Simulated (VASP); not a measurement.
Set up this calculation in VASP 6.6.1, as the native input.

| Quantity | Value |
| --- | --- |
| Task | relaxation of cell and atoms |
| Functional | LDA |
| Potentials or basis | VASP PAW LDA potentials, release 64 (Se, In_d) |
| Cutoff | 600 eV |
| k mesh | 9 × 9 × 1 |
| Occupations | gaussian, width 0.03 eV |
| Spin | no spin polarisation |
| Further INCAR settings | ALGO = Normal; EDIFF = 1e-07; IBRION = 2; EDIFFG = -0.005; NSW = 90; ISIF = 3 |

The structure of InSe lies in POSCAR:

```
InSe                                    
1.0
    3.9544930004     -0.0000000000      0.0000000000
   -1.9772465002      3.4246914021      0.0000000000
    0.0000000000      0.0000000000     23.3577120000
  Se              In            
     2     2
Direct
     0.0000000000000000    0.0000000000000000    0.3865776967479820
     1.0000000000000000    0.0000000000000000    0.6133471700007506
     0.6666666699999979    0.3333333300000021    0.4412936244267390
     0.6666666699999979    0.3333333300000021    0.5586369788245287
```

These files were run (other wordings do the same):

INCAR

```
  PREC = Accurate
  ENCUT = 600
  EDIFF = 1E-7
  ISMEAR = 0
  SIGMA = 0.03
  LREAL = F
  LASPH = T
  NELM = 80
  ALGO = Normal
  ISIF = 3
  LWAVE = F
  LCHARG = F
  IBRION = 2
  NSW = 90
  EDIFFG = -0.005
  LATTICE_CONSTRAINTS = .TRUE. .TRUE. .FALSE.
  KPAR = 2
```

KPOINTS

```
Automatic mesh
0
Gamma
  9 9 1
```

Potentials or basis: VASP PAW LDA potentials, release 64 (Se, In_d).

The run is started by

```bash
$ cat potpaw_LDA.64/Se/POTCAR potpaw_LDA.64/In_d/POTCAR > POTCAR
$ mpirun -np 2 vasp_std > vasp.out
```

Results of the run:

```yaml
Largest_force_after_relaxing: 0.003 eV/Å
Band_gap_on_the_k_mesh: 1.68 eV, indirect (least direct gap 1.77 eV)
```

Caveat: the relaxation stopped at its first step, so nothing moved; spin-orbit coupling is left out, which moves the levels of the heavy elements.

Wall time 68 s on 2 MPI ranks on Intel(R) Xeon(R) Platinum 8488C (Sapphire Rapids) (shared host), peak memory 0.41 GiB a rank.
